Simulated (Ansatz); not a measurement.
The parent structure is LaAlO$_{3}$ (space group R-3c, No. 167; a = 5.353 Å, c = 13.048 Å (hexagonal axes)).

Computed with DFT with PBEsol, PAW potentials and a 420 eV plane-wave cutoff in Ansatz (a quantum-chemistry and plane-wave program), no spin-orbit coupling, earlier PAW set.

One change was made to it. Results:

| quantity | base | after |
|---|---|---|
| density | 6.58 g/cm³ | 7.12 g/cm³ |
| band gap | 3.94 eV | 3.75 eV |

**Question.** What was done to the base?
A. pressure 45 GPa
B. pressure 60 GPa
C. pressure 9 GPa
D. pressure 18 GPa

**Answer.** D, pressure 18 GPa. For comparison, the band gap in the other runs: pressure 60 GPa gives 3.57 eV; pressure 9 GPa gives 3.86 eV; pressure 45 GPa gives 3.58 eV.

Load acts through the strain it causes; cell and atoms are relaxed under it. No phonon test of stability was made. Competing high-pressure phases were not computed.
